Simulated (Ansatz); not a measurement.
Runs of Ansatz 0.2.0 on La2O3. Symmetry: P-3m1, No. 164, trigonal system. Conventional cell: a = 3.931 Å, b = 3.931 Å, c = 6.112 Å, α = 90.00°, β = 90.00°, γ = 120.00°. La (site symmetry 3m) is surrounded by 4 O at 2.36 to 2.44 Å. Around O (site symmetry -3m) lie 6 La at 2.72 Å. O (site symmetry 3m) has 4 La at 2.36 to 2.44 Å as nearest neighbours. The cell is a database's computed one.

| task | level | U | cell | k mesh | points for each segment of the path | hubbard projectors | double counting | gap on the mesh (eV) | pressure (GPa) | relaxed volume (Å³/atom) |
| --- | --- | --- | --- | --- | --- | --- | --- | --- | --- | --- |
| band structure | HSE06 | - | as given | 6 × 6 × 4 | 4 | - | - | 5.29 | - | - |
| relaxation of cell and atoms | PBE+U | La f U = 8 eV | relaxed | 8 × 8 × 5 | - | ortho-atomic (the default) | fll (the default) | 3.82 | 0.0 | 17.15 |
| relaxation of cell and atoms | PBE | - | relaxed | 8 × 8 × 5 | - | - | - | 3.86 | 0.0 | 16.64 |
| relaxation of cell and atoms | LDA | - | relaxed | 8 × 8 × 5 | - | - | - | (a) | 0.0 | (b) |

Alike in all rows: potentials or basis Ansatz PAW; no spin polarisation; cutoff (eV) 420; smearing fermi-dirac 0.05 eV.

Q: Estimate the missing entries.

A: (a) 3.80; (b) 15.54.

Caveats: spin-orbit coupling is left out, which moves the levels of the heavy elements; odd divisions of the mesh miss points on the zone boundary, where band edges often lie, so the gap on the mesh can be too wide (some runs); the plane-wave basis is chosen anew once the cell has moved, so the energies of steps on either side of that aren't comparable (some runs); the magnetic or orbital state may not be the lowest (some runs); the PAW data sets come from PBE, with cores solved anew for the run's functional, which leaves a small shift of forces and pressure (some runs).

A k mesh can miss the band edges, and the runs leave out spin-orbit coupling on La.

Not every run made on this cell is shown here.
